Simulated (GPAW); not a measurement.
# MoSe2 (P6_3/mmc) in GPAW: band structure with PBE

Aim: the band structure of MoSe2 with PBE.

All numbers are computed with GPAW 26.7.0; they aren't measurements. Logs are shortened: lines on timing, memory, paths and dates and some standing lists are left out, and cuts for length are marked. The log counts tension as positive stress, the text compression.

## Step 1: The structure

The structure is hexagonal, space group P6_3/mmc (No. 194). The conventional cell has a = 3.288 Å, b = 3.288 Å, c = 12.900 Å, α = 90.00°, β = 90.00°, γ = 120.00°. Mo (site symmetry -6m2) has 6 Se at 2.49 Å as nearest neighbours. Se (site symmetry 3m) has 3 Mo at 2.49 Å as nearest neighbours.

## Step 2: Band structure, PBE

Input file run.py:

```python
from ase.dft.bandgap import bandgap
from ase.io import write
from ase.spacegroup import crystal
from gpaw import GPAW

# Mo 2c
# Se 4f
atoms = crystal(['Mo', 'Se'],
                basis=[[0.6666666667, 0.3333333333, 0.75],
                       [0.6666666667, 0.3333333333, 0.375]],
                spacegroup=194, setting=1,  # P6_3/mmc
                cellpar=[3.288, 3.288, 12.9, 90.0, 90.0, 120.0],
                primitive_cell=True)

calc = GPAW(mode='fd',
            h=0.16,
            xc='PBE',
            kpts={'size': (6, 6, 2), 'gamma': True},
            occupations={'name': 'fermi-dirac', 'width': 0.05},
            nbands=46,
            convergence={'density': 1e-05, 'energy': 1e-05},
            maxiter=150,
            txt='gpaw.txt')
atoms.calc = calc
energy = atoms.get_potential_energy()
forces = atoms.get_forces()
calc.write('gs.gpw')
write('result.traj', atoms)
print(f'Energy: {energy:.6f} eV')
print('Forces (eV/A):')
print(forces.round(4))
print('Fermi level:', round(calc.get_fermi_level(), 4), 'eV')
print(f'Gap: {bandgap(calc)[0]:.4f} eV, direct: {bandgap(calc, direct=True)[0]:.4f} eV')

path = atoms.cell.bandpath('GMKGALHA,LM,KH', npoints=80, eps=1e-4)
bs_calc = calc.fixed_density(kpts=path, symmetry='off', nbands=71,
                             convergence={'bands': 'CBM+6.0', 'eigenstates': 1e-6}, txt='bands.txt')
bs = bs_calc.band_structure()
bs.write('bs.json')
print(f'Gap on the path: {bandgap(bs_calc)[0]:.4f} eV')
```

Potentials or basis: GPAW PAW data sets (gpaw-data 1.2.1), fd.

On the command line:

```sh
$ OMP_NUM_THREADS=1 python run.py
```

gpaw.txt:

```text
__  _  _
 | _ |_)|_||  |
 |__||  | ||/\| - 26.7.0

Input parameters:
  mode=FD(),
  convergence={'density': 1e-05, 'energy': 1e-05},
  h=0.16,
  kpts=MonkhorstPack(size=(6, 6, 2), gamma=True),
  maxiter=150,
  nbands=46,
  occupations=Occupations(name='fermi-dirac', width=0.05),
  xc=XC(name='PBE')

Diagonalizing LCAO Hamiltonian
Converting LCAO to fd mode

        Se

           Mo

        Se

           Se

        Mo

           Se

Atoms  # Å, Bohr magnetons
|   | symbol |         x |        y |         z |    initial magnetic moments |
|---|--------|-----------|----------|-----------|-----------------------------|
| 0 |     Mo |  1.644000 | 0.949164 |  9.675000 | ( 0.0000,  0.0000,  0.0000) |
| 1 |     Mo | -0.000000 | 1.898328 |  3.225000 | ( 0.0000,  0.0000,  0.0000) |
| 2 |     Se |  1.644000 | 0.949164 |  4.837500 | ( 0.0000,  0.0000,  0.0000) |
| 3 |     Se | -0.000000 | 1.898328 | 11.287500 | ( 0.0000,  0.0000,  0.0000) |
| 4 |     Se | -0.000000 | 1.898328 |  8.062500 | ( 0.0000,  0.0000,  0.0000) |
| 5 |     Se |  1.644000 | 0.949164 |  1.612500 | ( 0.0000,  0.0000,  0.0000) |

Unit cell  # Å
| periodic |         x |        y |         z |   lengths |     angles |
|----------|-----------|----------|-----------|-----------|------------|
|      yes |  3.288000 | 0.000000 |  0.000000 |  3.288000 |  90.000000 |
|      yes | -1.644000 | 2.847492 |  0.000000 |  3.288000 |  90.000000 |
|      yes |  0.000000 | 0.000000 | 12.900000 | 12.900000 | 120.000000 |

Number of symmetries: 12
Symmetry operations  # r_c * U_cc + t_c -> r_c
|    | kind |            matrix            |
|----|------|------------------------------|
|  0 |  σ   |  1, 1, 0,  0,-1, 0,  0, 0, 1 |
|  1 |  S6  |  1, 1, 0, -1, 0, 0,  0, 0,-1 |
|  2 |  E   |  1, 0, 0,  0, 1, 0,  0, 0, 1 |
|  3 |  C2  |  1, 0, 0, -1,-1, 0,  0, 0,-1 |
|  4 |  C2  |  0, 1, 0,  1, 0, 0,  0, 0,-1 |
|  5 |  C3  |  0, 1, 0, -1,-1, 0,  0, 0, 1 |
|  6 |  S6  |  0,-1, 0,  1, 1, 0,  0, 0,-1 |
|  7 |  σ   |  0,-1, 0, -1, 0, 0,  0, 0, 1 |
|  8 |  σ   | -1, 0, 0,  1, 1, 0,  0, 0, 1 |
|  9 |  i   | -1, 0, 0,  0,-1, 0,  0, 0,-1 |
| 10 |  C3  | -1,-1, 0,  1, 0, 0,  0, 0, 1 |
| 11 |  C2  | -1,-1, 0,  0, 1, 0,  0, 0,-1 |

BZ-sampling:
  Number of BZ points: 72
  Number of IBZ points: 14

  Monkhorst-Pack size: [6, 6, 2]
  Monkhorst-Pack shift: [0.08333333333333333, 0.08333333333333333, 0.25]

K-points  # in reciprocal-cell coordinates
|     |                                coordinates |     weight |
|-----|--------------------------------------------|------------|
|   0 | (  0.00000000,   0.00000000,   0.00000000) | 0.01388889 |
|   1 | (  0.00000000,   0.00000000,   0.50000000) | 0.01388889 |
|   2 | (  0.16666667,   0.00000000,   0.00000000) | 0.08333333 |
|   3 | (  0.16666667,   0.00000000,   0.50000000) | 0.08333333 |
|   4 | (  0.33333333,  -0.16666667,   0.00000000) | 0.08333333 |
|   5 | (  0.33333333,  -0.16666667,   0.50000000) | 0.08333333 |
|   6 | (  0.33333333,   0.00000000,   0.00000000) | 0.08333333 |
|   7 | (  0.33333333,   0.00000000,   0.50000000) | 0.08333333 |
|   8 | (  0.33333333,   0.33333333,   0.00000000) | 0.02777778 |
|   9 | (  0.33333333,   0.33333333,   0.50000000) | 0.02777778 |
| ... |                                            |            |
|  13 | (  0.50000000,   0.50000000,   0.50000000) | 0.04166667 |

Uniform wave function grid shape: (np.int64(16), np.int64(16), np.int64(80))
Spin-components: 1 (collinear spins)
Bands:           46
Projectors:      32
Spin-degeneracy: 2
Datatype:        complex128

Parallelization:
  kpt:    1
  domain: 1
  band:   1

Density:
  Valence electrons: 52.0
  Components: 1
  Grid points: [16 16 80]
  Charge: 0.0  # |e|

Potential:
  Grid points: [16 16 80]

species:
  Mo:
    name:    Molybdenum
    Z:       42.0
    valence: 14
    core:    28
    charge:  0.0  # [|e|]
    compensation charges:
      type: gauss
      rc: 0.38  # [Å]
      lmax: 2
    cutoffs:
      filter: 2.16  # [Å]
      core: 1.42  # [Å]
    projectors
    | kind |    occ | energy [eV] | rcut [Å] |
    |------|--------|-------------|----------|
    |   4s |  2.000 |     -64.307 |    1.238 |
    |   5s |  1.000 |      -4.084 |    1.238 |
    |   4p |  6.000 |     -38.491 |    1.296 |
    |   5p |  0.000 |      -1.044 |    1.296 |
    |   4d |  5.000 |      -3.754 |    1.296 |
    |    d |        |      23.458 |    1.296 |

    Using partial waves for Mo as LCAO basis

  Se:
    name:    Selenium
    Z:       34.0
    valence: 6
    core:    28
    charge:  0.0  # [|e|]
    compensation charges:
      type: gauss
      rc: 0.27  # [Å]
      lmax: 2
    cutoffs:
      filter: 1.77  # [Å]
      core: 2.67  # [Å]
    projectors
    | kind |    occ | energy [eV] | rcut [Å] |
    |------|--------|-------------|----------|
    |   4s |  2.000 |     -17.277 |    0.847 |
    |   4p |  4.000 |      -6.512 |    1.005 |
    |    s |        |       9.935 |    0.847 |
    |    p |        |      20.699 |    1.005 |
    |    d |        |       0.000 |    0.847 |

    Using partial waves for Se as LCAO basis

Reference energy: -484682.273785  # eV

eigensolver:
  PPCG
  Converge bands: occupied
  niter=2

density mixing:
  MSR1-Mixer
  Pratt-step length: 0.05
  Maximum mixing coefficient: 0.75
  Old densities: 10
  SVD Regularization: 0.005
  Good broyden scale: 1.0
  Trust region scale: 1.0
  Backstep threshold: 4.0
  History deletion threshold: 6.0
  Fourier metric: weight=20.0, sigma=0.015

occupation numbers:
  Fermi-Dirac:
    width: 0.0500  # eV

FastPoissonSolver using
    Stencil: 8*3+1=25 point O(h^6) finite-difference Laplacian
    FFT axes: [np.int64(0), np.int64(1), np.int64(2)]
    FST axes: []

xc functional:
  name: PBE with 2 nearest neighbor stencil
interpolation: tri-quintic # 5. degree polynomial

convergence criteria:
- Maximum integral of absolute [dens]ity change: 1e-05 electrons / valence electron
- Maximum [total energy] change in last 3 cyles: 1e-05 eV / valence electron
- Maximum integral of absolute [eigenst]ate change: 4e-08 eV^2 / valence electron
maximum number of iterations: 150

SCF iterations
|iter     | |      energy | eigst |  dens |
|---------|-|-------------|-------|-------|
|iter:   1| |  -42.150306 | +0.77 |       |
|iter:   2| |  -41.725117 | -0.38 | -1.04 |
|iter:   3| |  -40.447151 | -0.64 | -1.11 |
|iter:   4| |  -40.311587 | -1.28 | -1.44 |
|iter:   5| |  -40.306857 | -1.86 | -1.81 |
|iter:   6| |  -40.303726 | -2.50 | -2.09 |
|iter:   7| |  -40.300453 | -3.22 | -2.59 |
|iter:   8| |  -40.300437 | -4.27 | -3.12 |
|iter:   9| |  -40.300446c| -4.89 | -3.54 |
|iter:  10| |  -40.300447c| -5.68 | -4.23 |
|iter:  11| |  -40.300447c| -6.32 | -4.87 |
|iter:  12| |  -40.300447c| -7.03 | -5.29c|
|iter:  13| |  -40.300447c| -7.62c| -5.76c|

Converged in 13 steps
Energy contributions relative to reference atoms: (reference = -484682.273785)

Energy contributions:
  Kinetic:          28.972348
  Coulomb:         -35.323707
  Zero:             -0.526570
  External:          0.000000
  Xc:              -33.422510
  Entropy:          -0.000017
  Spinorbit:         0.000000
  ----------------------------
  Free energy:     -40.300455
  Extrapolated:    -40.300447

dipole moment: (-0.000000, -0.000000, -0.000000)  # |e|*Ang

Fermi level: 8.816
Eigenvalues  # (at kpt = [0.000, 0.000, 0.000])
| band index |      eig [eV] | occ [0-2] |
|------------|---------------|-----------|
|          0 |       -52.892 |     2.000 |
|        ... |               |           |
|         18 |         5.535 |     2.000 |
|         19 |         6.591 |     2.000 |
|         20 |         6.591 |     2.000 |
|         21 |         6.630 |     2.000 |
|         22 |         6.630 |     2.000 |
|         23 |         7.363 |     2.000 |
[... 8 lines left out ...]
|         32 |        11.305 |     0.000 |
|         33 |        11.305 |     0.000 |
|        ... |               |           |
|         45 |        21.666 |     0.000 |

Gap: 0.867 eV
Transition (v -> c):
  (s=0, k=0, n=25, [0.00, 0.00, 0.00]) -> (s=0, k=8, n=26, [0.33, 0.33, 0.00])
Direct/indirect transitions are different
Direct gap: 1.358 eV
Transition at: (s=0, k=8, n=25, [0.33, 0.33, 0.00])

Forces  # eV/Ang
|        x |        y |        z |
|----------|----------|----------|
|  0.00000 |  0.00000 | -0.00001 |  # Mo   0
| -0.00000 |  0.00000 |  0.00001 |  # Mo   1
|  0.00000 |  0.00000 |  1.10384 |  # Se   2
| -0.00000 | -0.00000 |  1.10382 |  # Se   3
| -0.00000 |  0.00000 | -1.10384 |  # Se   4
|  0.00000 |  0.00000 | -1.10382 |  # Se   5

# Writing to gs.gpw (mode='')
```

Run time: 14 min. Hardware: 1 thread of Intel Xeon 6975P-C (Granite Rapids), shared host; peak memory 2.7 GiB.

Results:

```
Free energy             : -40.3005 eV
Largest force           : 1.104 eV/Å
Band gap on the k mesh  : 0.87 eV, indirect (least direct gap 1.36 eV)
Band gap along the path : 0.85 eV, indirect (least direct gap 1.36 eV)
```

Forces in eV/Å, atoms in the order of the input:
```
Mo   0.000  0.000  0.000
Mo   0.000  0.000  0.000
Se   0.000  0.000  1.104
Se   0.000  0.000  1.104
Se   0.000  0.000 -1.104
Se   0.000  0.000 -1.104
```

Levels at the corners of the path, in eV from the valence-band top:
```csv
point,band 22,band 23,band 24,band 25,band 26,band 27,band 28,band 29,band 30,band 31
Γ,-1.81,-1.81,-1.08,-0.87,0.00,2.40,2.40,2.45,2.45,2.69
M,-2.22,-1.41,-1.32,-1.21,-1.21,1.34,1.39,1.70,1.96,2.74
K,-3.66,-2.45,-2.45,-0.66,-0.49,0.87,0.87,1.76,2.65,2.65
Γ,-1.81,-1.81,-1.08,-0.87,0.00,2.40,2.40,2.45,2.45,2.69
A,-1.83,-1.83,-1.83,-0.20,-0.20,2.42,2.42,2.42,2.42,2.78
L,-2.36,-1.31,-1.31,-1.26,-1.26,1.37,1.37,1.85,1.85,3.17
H,-3.34,-2.58,-2.58,-0.59,-0.59,0.87,0.87,2.20,2.20,2.70
A,-1.83,-1.83,-1.83,-0.20,-0.20,2.42,2.42,2.42,2.42,2.78
L,-2.36,-1.31,-1.31,-1.26,-1.26,1.37,1.37,1.85,1.85,3.17
M,-2.22,-1.41,-1.32,-1.21,-1.21,1.34,1.39,1.70,1.96,2.74
K,-3.66,-2.45,-2.45,-0.66,-0.49,0.87,0.87,1.76,2.65,2.65
H,-3.34,-2.58,-2.58,-0.59,-0.59,0.87,0.87,2.20,2.20,2.70
```

Caveat: the k mesh is coarse; the real-space grid adds noise to forces; the cell's inner coordinates are idealised or old, which leaves forces on the atoms.
